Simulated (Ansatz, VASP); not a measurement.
Given: the input of a run of VASP 6.6.1 on Te.

The input INCAR:

```
ALGO     = Normal         # electronic algorithm
EDIFF    = 1E-7           # SCF threshold, eV
ENCUT    = 520            # plane-wave cutoff, eV
GGA      = CA             # functional
ISIF     = 2              # what is computed and relaxed
ISMEAR   = -1             # smearing method
LASPH    = True           # aspherical terms in the spheres
LCHARG   = False          # write CHGCAR
LREAL    = False          # projectors in reciprocal space
LWAVE    = False          # write WAVECAR
NBANDS   = 9              # bands
NELM     = 80             # most SCF steps
PREC     = Accurate       # precision mode
SIGMA    = 0.05           # smearing width, eV
```

Contents of KPOINTS:

```
k-points
0
Gamma
  9 9 9
```

POSCAR

```
Te
1.0
    2.2747396529      1.3133215509      1.6681001767
   -2.2747396529      1.3133215509      1.6681001767
    0.0000000000     -2.6266431019      1.6681001767
Te
1
Direct
    0.5000000000      0.5000000000      0.5000000000
```

Potentials or basis: VASP PAW LDA potentials, release 64 (Te).

The run is started by

```sh
$ cat potpaw_LDA.64/Te/POTCAR > POTCAR
$ mpirun -np 1 vasp_std > vasp.out
```

Task: Set up the same calculation for Ansatz 0.2.0. Potentials there: all-electron LAPW, scalar-relativistic.

Result: As run (the cutoff follows the program's own potentials):

Contents of input.yaml:

```yaml
crystal:
  lattice:
    - [2.2747396529, 1.3133215509, 1.6681001767]
    - [-2.2747396529, 1.3133215509, 1.6681001767]
    - [0.0, -2.6266431019, 1.6681001767]
  atoms:
    - { symbol: Te, position: [0.5, 0.5, 0.5] }
kpoints:
  mp_grid: { grid: [9, 9, 9] }
scf:
  occupations: { method: fermi_dirac, width: 0.05 }
hamiltonian:
  xc: lda
  pseudopotentials: { kind: all_electron, lapw: { basis_error: 0.001 } }
output:
  forces: true
  stress: true
  eigenvalues: true
```

Potentials or basis: all-electron LAPW, scalar-relativistic.

Run with:

```sh
$ ansatz run input.yaml --threads 1 --pin off --max-ram 3072MiB --backend cpu --events-out ev --progress --plain --runs-dir out
```

Both were run:

|  | VASP | Ansatz | Ansatz less VASP |
| --- | --- | --- | --- |
| gap on the k mesh at the Fermi level (eV) | none | none | - |
| pressure (GPa) | 1.5 | 1.4 | -0.08 |
| largest component of the traceless stress (GPa) | 0.20 | 0.16 | -0.036 |

A gap of «none» marks a metal or a gap that the smearing closes. Ansatz ran all-electron here, so the differences hold the error of VASP's frozen core and of both bases.

Spin-orbit coupling is left out, which matters for the levels of Te.
